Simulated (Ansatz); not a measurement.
Here is an Ansatz 0.2.0 calculation.

Contents of input.yaml:

```yaml
crystal:
  lattice:
    - [2.34465, -1.7134, 0.0]
    - [2.34465, 1.7134, 0.0]
    - [-0.8605543552, 0.0, 5.0594363927]
  atoms:
    - { symbol: Cu, position: [0.4968, 0.0032, 0.5] }
    - { symbol: Cu, position: [0.0032, 0.4968, 0.0] }
    - { symbol: O, position: [0.4056, 0.5714, 0.7537] }
    - { symbol: O, position: [0.5714, 0.4056, 0.2537] }
hamiltonian:
  xc: lda
  pseudopotentials: { kind: paw }
kpoints:
  mp_grid: { grid: [10, 10, 5] }
  band_path:
    path:
      - [[0.0, 0.0, 0.0], [-0.5, -0.5, 0.0], [-0.5249462874, -0.5249462874, 0.3256415493], [-0.5, -0.5, 0.5], [-0.6336780905, -0.3663219095, 0.5]]
      - [[-0.3663219095, 0.3663219095, 0.5], [0.0, 0.0, 0.5], [-0.4750537126, -0.4750537126, 0.6743584507]]
      - [[-0.5, -0.5, 0.0], [-0.6126314136, -0.3873685864, 0.0]]
      - [[-0.3873685864, 0.3873685864, 0.0], [0.0, 0.0, 0.0], [-0.5, 0.0, 0.0]]
      - [[-0.5, 0.0, 0.5], [0.0, 0.0, 0.0]]
    npoints: 14
scf:
  occupations: { method: fermi_dirac, width: 0.05 }
  n_extra_bands: 10
output:
  forces: true
  stress: true
  eigenvalues: true
  fatbands: true
```

Potentials or basis: Ansatz PAW.

Command:

```bash
$ ansatz run input.yaml --threads 2 --pin off --max-ram 5632MiB --backend cpu --events-out ev --progress --plain --runs-dir out
```

(1) What does it give for the pressure?

(2) Estimate the band gap on the k mesh.

Answers

(1) -9.6 GPa.

(2) none (metal or under the smearing width).

Caveat: the pressure holds a Pulay correction of +0.9 GPa for the finite cutoff; the run has no spin polarisation, though such a crystal can be magnetic; semilocal functionals often make such compounds metallic where correlation or magnetic order opens a gap, which also shifts bond lengths; the PAW data sets come from PBE, with cores solved anew for the run's functional, which leaves a small shift of forces and pressure.
